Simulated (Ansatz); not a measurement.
Au and the effect of spin-orbit coupling

Symmetry: P6_3/mmc, No. 194, hexagonal system. The conventional cell has a = 2.900 Å, b = 2.900 Å, c = 4.880 Å, α = 90.00°, β = 90.00°, γ = 120.00°. Au (site symmetry -6m2) is surrounded by 12 Au at 2.90 to 2.96 Å.

This isn't the form of Au at room conditions, which is fcc.

Kept alike: task band structure; functional PBEsol; k mesh 11 × 11 × 6; occupations fermi-dirac, width 0.05 eV. Program: Ansatz, Ansatz PAW, cutoff 420 eV. The mesh is that of the run's cell of 2 atoms.

| spin-orbit coupling | pressure (GPa) |
| --- | --- |
| off | -6.44 |
| on | -7.95 |

Pressure is positive in compression, with a Pulay correction for the finite cutoff. For a metal such a mesh leaves the last digits unconverged. All rows use potentials made for PBE.

What does spin-orbit coupling change here?

The pressure runs from -7.95 (on) to -6.44 GPa (off).
